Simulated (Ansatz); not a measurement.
The system is Sb.

```
Sb
1.0
    -4.03001    4.03001    2.02549
     4.03001   -4.03001    2.02549
     4.03001    4.03001   -2.02549
Sb
4
Direct
  0.65126 0.15126 0.80253
  0.15126 0.34874 0.50000
  0.34874 0.84874 0.19747
  0.84874 0.65126 0.50000
```

This isn't the form of Sb at room conditions, which is rhombohedral.

- Program: Ansatz 0.2.0
- Task: single point
- Functional: PBEsol
- Potentials or basis: Ansatz PAW
- Cutoff: 420 eV (not typed: the program's choice for these potentials)
- k mesh: 7 × 7 × 7
- Occupations: fermi-dirac, width 0.05 eV
- Spin: no spin polarisation

On this cell: pressure -0.7 GPa; largest force 0.044 eV/Å; band gap on the k mesh none (metal or under the smearing width).

The same run follows on a disturbed copy (atoms moved at random, drawn with an rms of 0.05 Å):

```xyz
4
Lattice="-4.0300 4.0300 2.0255 4.0300 -4.0300 2.0255 4.0300 4.0300 -2.0255" Properties=species:S:1:pos:R:3 pbc="T T T"
Sb    1.2483    5.2666   -0.0250
Sb    2.8076    1.1880   -0.0101
Sb    2.8137   -1.2378    2.0302
Sb    1.1925    2.8254    2.0251
```

Question: What changes?

Answer: The energy (extrapolated to zero smearing) moves by +1.9 meV/atom; pressure -0.7 GPa; largest force 0.219 eV/Å; band gap on the k mesh none (metal or under the smearing width).

Forces on the atoms (eV/Å):
```
Sb  -0.173 -0.127  0.046
Sb   0.030  0.065  0.000
Sb   0.039  0.090 -0.036
Sb   0.104 -0.028 -0.009
```

Stress tensor (GPa, compression positive):
```
-0.74  0.32 -0.11
 0.32 -0.74 -0.20
-0.11 -0.20 -0.57
```

Caveats: the PAW data sets come from PBE, with cores solved anew for the run's functional, which leaves a small shift of forces and pressure.
